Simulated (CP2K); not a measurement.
The system is TiSi2.

```
Ti Si
1.0
     6.98595    0.00000    0.00000
    -6.09399    3.41567    0.00000
     0.00000    0.00000    3.56517
Ti Si
2 4
Direct
  0.10312 0.89688 0.25000
  0.89688 0.10312 0.75000
  0.75031 0.24969 0.25000
  0.24969 0.75031 0.75000
  0.44175 0.55825 0.25000
  0.55825 0.44175 0.75000
```

The cell comes from a database or a generator and needn't be the stable form of this composition.

Base run:

```yaml
Program: CP2K 2026.2
Functional: PBE
Dispersion: D2
Potentials_or_basis: POTENTIAL_UZH Ti GTH-PBE-q12, Si GTH-PBE-q4; DZVP-MOLOPT-PBE-GTH basis
Density_cutoff: 6123 eV
k_mesh: 8 × 8 × 8
Occupations: fermi-dirac, width 0.05 eV
Spin: no spin polarisation
```

Its results: band gap on the k mesh none (metal or under the smearing width); pressure -1.9 GPa; largest force 0.064 eV/Å.

Q: The run is repeated on the same cell with these changes: dispersion from D2 to D3(BJ). What comes out?

A: Band gap on the k mesh none (metal or under the smearing width); pressure -5.0 GPa; largest force 0.174 eV/Å.

Caveats: the basis of atomic orbitals isn't converged, which shifts pressures, moduli and gaps; pairwise dispersion overbinds metals, which lowers pressure and volume.
